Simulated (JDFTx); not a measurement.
The system is K.

```
K
1.0
    -2.69756    2.69756    2.69756
     2.69756   -2.69756    2.69756
     2.69756    2.69756   -2.69756
K
1
Cartesian
  0.0000 0.0000 0.0000
```

```yaml
Program: JDFTx 1.7.0 (patched build)
Task: relaxation of cell and atoms
Functional: PBE
Potentials_or_basis: Ansatz-NC-SR-PBE with smoothed tails
Cutoff: 871 eV
Density_cutoff: 3483 eV
k_mesh: 7 × 7 × 7
Occupations: fermi-dirac, width 0.05 eV
Spin: no spin polarisation
```

At the start: pressure -0.2 GPa; volume 78.52 Å³/atom.

Q: Where does the relaxation end?

A: Over 6 steps the energy falls by 3.2 meV/atom and the volume is 73.66 Å³/atom (-6.2 %); space group Im-3m (No. 229, to 0.05 Å).

The path:
```csv
step,energy change (eV),largest force (eV/Å),pressure (GPa),volume (Å³)
1,0.0000,0.0000,-0.20,78.52
2,-0.0005,0.0000,-0.19,78.11
3,-0.0032,0.0000,0.03,73.00
4,-0.0032,0.0000,0.00,73.66
5,-0.0032,0.0000,0.00,73.66
6,-0.0032,0.0000,0.00,73.66
```

Final structure:
```xyz
1
Lattice="-2.6407 2.6407 2.6407 2.6407 -2.6407 2.6407 2.6407 2.6407 -2.6407" Properties=species:S:1:pos:R:3 pbc="T T T"
K     0.0000    0.0000    0.0000
```

Caveat: the plane waves are those of the starting cell, so after so large a change of volume the result is rough.
